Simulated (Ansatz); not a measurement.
BAs:

```
As B
1.0
     0.00000    2.38850    2.38850
     2.38850    0.00000    2.38850
     2.38850    2.38850    0.00000
As B
1 1
Direct
  0.75000 0.75000 0.75000
  0.00000 0.00000 0.00000
```

```yaml
Program: Ansatz 0.2.0
Task: relaxation of cell and atoms
Functional: RPBE
Dispersion: D4
Potentials_or_basis: Ansatz PAW
Cutoff: "420 eV (not typed: the program's choice for these potentials)"
k_mesh: 10 × 10 × 10
Occupations: fermi-dirac, width 0.05 eV
Spin: no spin polarisation
```

At the start: volume 13.63 Å³/atom.

Task: How do energy, volume and symmetry change on relaxing?

Result: It ends after 5 steps and the volume is 13.16 Å³/atom (-3.4 %); space group F-43m (No. 216, to 0.05 Å).

The path:
| step | energy change (eV) | largest force (eV/Å) | volume (Å³) |
| --- | --- | --- | --- |
| 1 | 0.0000 | 0.0000 | 27.25 |
| 2 | -0.0133 | 0.0000 | 26.58 |
| 3 | -0.0147 | 0.0000 | 26.31 |
| 4 | -0.0146 | 0.0000 | 26.32 |
| 5 | -0.0142 | 0.0000 | 26.32 |

Final structure:
```
CELL_PARAMETERS angstrom
0.00000 2.36100 2.36100
2.36100 0.00000 2.36100
2.36100 2.36100 0.00000
ATOMIC_POSITIONS crystal
As 0.75000 0.75000 0.75000
B 0.00000 0.00000 0.00000
```

Caveat: the plane-wave basis is chosen anew once the cell has moved, so the energies of steps on either side of that aren't comparable; the PAW data sets come from PBE, with cores solved anew for the run's functional, which leaves a small shift of forces and pressure.
